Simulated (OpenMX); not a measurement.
Bi in OpenMX: the effect of biaxial strain

Crystal: Bi.

```xyz
2
Lattice="3.3491 -3.0073 0.0000 3.3491 3.0073 0.0000 -1.2098 0.0000 3.1136" Properties=species:S:1:pos:R:3 pbc="T T T"
Bi    4.0068    0.0000    2.6695
Bi    1.4815    0.0000    0.4440
```

This isn't the form of Bi at room conditions, which is rhombohedral.

Alike in all runs:

```yaml
Program: OpenMX 3.8.5
Task: single point
Functional: PBE
Potentials_or_basis: OpenMX 2013 PBE set, Bi8.0-s3p2d2f1, grid cutoff 500 Ry
k_mesh: 5 × 5 × 7
Occupations: fermi-dirac, width 0.05 eV
Spin: no spin polarisation
```

Task: One run gave: pressure 6.0 GPa; largest force 0.22 eV/Å. Which biaxial strain did it use?
A. 2 %
B. -4 %
C. -2 %
D. 0 %
E. 4 %

Result: B.

| biaxial strain | pressure (GPa) | largest force (eV/Å) |
| --- | --- | --- |
| -4 % | 6.0 | 0.22 |
| -2 % | 3.2 | 0.10 |
| 0 % | 0.9 | 0.04 |
| 2 % | -0.9 | 0.05 |
| 4 % | -2.3 | 0.07 |

Caveats: the basis of atomic orbitals isn't converged, which shifts pressures, moduli and gaps.
